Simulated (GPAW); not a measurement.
Crystal: GaSb.

```
Sb Ga
1.0
     0.00000    3.05900    3.05900
     3.05900    0.00000    3.05900
     3.05900    3.05900    0.00000
Sb Ga
1 1
Direct
  0.75000 0.75000 0.75000
  0.00000 0.00000 0.00000
```

Base run:

| Property | Result |
| --- | --- |
| Program | GPAW 26.7.0 |
| Functional | r2SCAN |
| Potentials or basis | GPAW PAW data sets (gpaw-data 1.2.1) |
| Cutoff | 600 eV |
| Basis | pw |
| k mesh | 8 × 8 × 8 |
| Occupations | fermi-dirac, width 0.05 eV |
| Spin | no spin polarisation |

Its results: band gap on the k mesh 0.51 eV, direct.

Problem. After a change of settings the same cell gave: band gap on the k mesh 0.38 eV, direct. Which change was it?
A. functional from r2SCAN to PBE; occupations from fermi-dirac, width 0.05 eV to gaussian, width 0.025 eV
B. functional from r2SCAN to RPBE; potentials or basis from GPAW PAW data sets (gpaw-data 1.2.1) to the program's PAW data sets (release 1.2.1) made for this functional
C. functional from r2SCAN to revPBE; potentials or basis from GPAW PAW data sets (gpaw-data 1.2.1) to the program's PAW data sets (release 1.2.1) made for this functional
D. functional from r2SCAN to YS-PBE0; cutoff from 600 eV to 450 eV; k mesh from 8 × 8 × 8 to 4 × 4 × 4

Solution. D.

Caveats: some runs use coarse meshes; spin-orbit coupling is left out, which moves the levels of the heavy elements; exact exchange converges slowly with the k mesh, and this mesh is small (some runs).
